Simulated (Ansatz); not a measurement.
SiNi3 in Ansatz: convergence with n extra bands

SiNi3:

```xyz
4
Lattice="3.5420 0.0000 0.0000 0.0000 3.5420 0.0000 0.0000 0.0000 3.5420" Properties=species:S:1:pos:R:3 pbc="T T T"
Ni    1.7308    1.7137   -0.0055
Ni    1.7463   -0.0046    1.7902
Ni    0.0374    1.7616    1.7301
Si   -0.0132    0.0227    0.0071
```

The cell isn't the ideal one: atoms moved at random, drawn with an rms of 0.05 Å.

* Program: Ansatz 0.2.0
* Task: convergence study
* Functional: LDA
* Potentials or basis: Ansatz PAW
* Cutoff: 420 eV (not typed: the program's choice for these potentials)
* k mesh: 6 × 6 × 6
* Occupations: gaussian, width 0.05 eV
* Spin: collinear spin, ferromagnetic start
* Starting moments: [1.0, 1.0, 1.0, 0.0] μB

These are the settings of the first run; the series varies n extra bands, with any setting tied to it.

Hardware: 2 threads of Arm Neoverse V2, with other jobs on the host.

```tsv
n extra bands	energy less the tightest run, at zero smearing (meV/atom)	SCF cycles	CPU time (s)	peak memory (GiB)
2	0.00	16	56	0.5
4	0.00	17	57	0.5
8	0.00	17	64	0.53
16	0.00	15	68	0.55
32	0.00	14	93	0.69
```

Against the tightest run, the energy stays within 1 meV/atom from 2 on. The tightest run that finished is the yardstick and may itself not be fully converged.

Caveat, for the tightest run too: the starting moments weren't kept.
